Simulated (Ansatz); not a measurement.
Pressure series of ZrO2 (Fm-3m)

```yaml
crystal:
  lattice:
    - [2.53212, 2.53212, 0.00000]
    - [-2.53212, 2.53212, 0.00000]
    - [0.00000, 2.53212, 2.53212]
  atoms:
    - { symbol: Zr, position: [0.00000, 0.00000, 0.00000] }
    - { symbol: O, position: [0.25000, 0.75000, 0.50000] }
    - { symbol: O, position: [0.75000, 0.25000, 0.50000] }
```

This is the zero-pressure cell under PBEsol. Cell and atoms are relaxed by PAW (default files of Ansatz 0.2.0, cutoff 420 eV, stress met within about 0.05 GPa) at each pressure, in this structure whether or not another phase would take over; P is the pressure reached, less that of this cell. Levels come from PBEsol, all-electron LAPW in Ansatz 0.2.0, with spin-orbit coupling; k mesh 8×8×8, fixed occupations, basis error target 0.5 meV/atom. Conduction levels are in eV over the valence top (at X), at fixed fractional wave vectors («min» is a refined band extremum of the unstrained crystal off the named points). Zone-centre phonons come from finite displacements by PAW, without the LO-TO term.

```tsv
P (GPa)	V/V₀	Γ	X	min	L	T1u TO (cm⁻¹)	T2g (cm⁻¹)
-1.97	1.0079	3.309	3.735	3.764	3.943	237.2	558.8
0.00	1.0000	3.329	3.762	3.790	3.974	246.1	565.6
2.02	0.9922	3.350	3.790	3.815	4.004	254.9	572.3
4.02	?	?	?	?	?	?	?
7.02	0.9742	3.397	3.854	3.874	4.074	275.0	588.3
10.02	0.9642	3.423	3.890	3.908	4.114	286.3	597.5
15.02	0.9486	3.464	3.948	3.960	4.177	303.7	612.1
```

Q: Fit the third-order Birch-Murnaghan equation to the rows shown.

A: With f = [(V₀/V)^(2/3) − 1]/2, the normalised pressure F = P/[3f(1 + 2f)^(5/2)] is 254.6 GPa at f = -0.0026, 254.7 GPa at f = 0.0026, 255.4 GPa at f = 0.0088, 255.7 GPa at f = 0.0123, 256.1 GPa at f = 0.0179. The line F = B₀[1 + (3/2)(B′ − 4)f] gives B₀ = 254.7 GPa and B′ = 4.2.

Q: What are the volume deformation potentials and pressure coefficients of these levels at zero pressure?

A: 

| level | dE/dlnV (eV) | dE/dP = −(dE/dlnV)/B₀ (meV/GPa) | mean slope up to 2.0 GPa (meV/GPa) |
| --- | --- | --- | --- |
| Γ | -2.61 | 10.2 | 10.0 |
| X | -3.49 | 13.7 | 13.5 |
| min | -3.27 | 12.8 | 12.6 |
| L | -3.85 | 15.1 | 14.9 |

dE/dlnV is the slope of a cubic fit in ln V at V₀. The last column is read from two rows and shows how the slope bends with pressure.

Q: What mode Grüneisen parameters follow?

A: γ = −d ln ω/d ln V at V₀ from a quadratic fit in ln V: T1u 4.55, T2g 1.52.

Q: Fill the row at 4.02 GPa.

A: The fits give V/V₀ = 0.9848 and Γ = 3.369 eV. Computed: V/V₀ = 0.9848, Γ = 3.369, X = 3.816, min = 3.839, L = 4.033, T1u TO (cm⁻¹) = 263.2, T2g (cm⁻¹) = 578.8.

Limits of these numbers: no other phase was computed; many crystals of this kind change structure within this range, and rows or crossings beyond such a change describe a metastable lattice; this form is stable only when hot or under pressure; cold crystals distort or take another structure; the frozen-core PAW files of the relaxations were fitted under PBE, their cores solved anew for this functional; semilocal gaps are low, and the spacing of valleys can be off by tenths of an eV; levels are read at fixed fractional k, so an edge that moves off these points is missed.
